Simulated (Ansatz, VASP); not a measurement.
# H in VASP and in Ansatz

```
CELL_PARAMETERS angstrom
3.51856 0.00000 0.00000
-1.75928 3.04716 0.00000
0.00000 0.00000 6.01127
ATOMIC_POSITIONS crystal
H 0.33333 0.66667 0.17650
H 0.66667 0.33333 0.67650
H 0.66667 0.33333 0.82350
H 0.33333 0.66667 0.32350
```

Alike in both runs: task single point; functional PBEsol; k mesh 9 × 9 × 6; occupations gaussian, width 0.05 eV; no spin polarisation.

|  | VASP | Ansatz |
| --- | --- | --- |
| version | VASP 6.6.1 | Ansatz 0.2.0 |
| potentials or method | VASP PAW PBE potentials, release 64 (H) | scalar-relativistic, plane waves, PAW |
| plane-wave cutoff (eV) | 520 | 420 |
| valence electrons in the cell | 4 | 4 |

VASP gave:

| Quantity | Value |
| --- | --- |
| gap on the k mesh at the Fermi level (eV) | 7.01 |
| least direct gap on the mesh (eV) | 7.27 |
| pressure (GPa) | -4.3 |
| largest component of the traceless stress (GPa) | 8.48 |
| rms of the force components (eV/Å) | 1.642 |

Task: Which values does Ansatz return?

Result: gap on the k mesh at the Fermi level (eV): 7.01; least direct gap on the mesh (eV): 7.27; pressure (GPa): -4.2; largest component of the traceless stress (GPa): 8.53; rms of the force components (eV/Å): 1.649.

Atom by atom the forces differ by 0.007 eV/Å (rms over components). With one functional, cell and mesh, what is left measures potentials, basis and numerics.

Caveats: the PAW data sets were made with another functional, which shifts forces and pressure a little (VASP); an odd mesh through Γ misses points on the zone boundary, where band edges often lie. A hybrid or GW would open this gap; PBEsol tends to underestimate it.
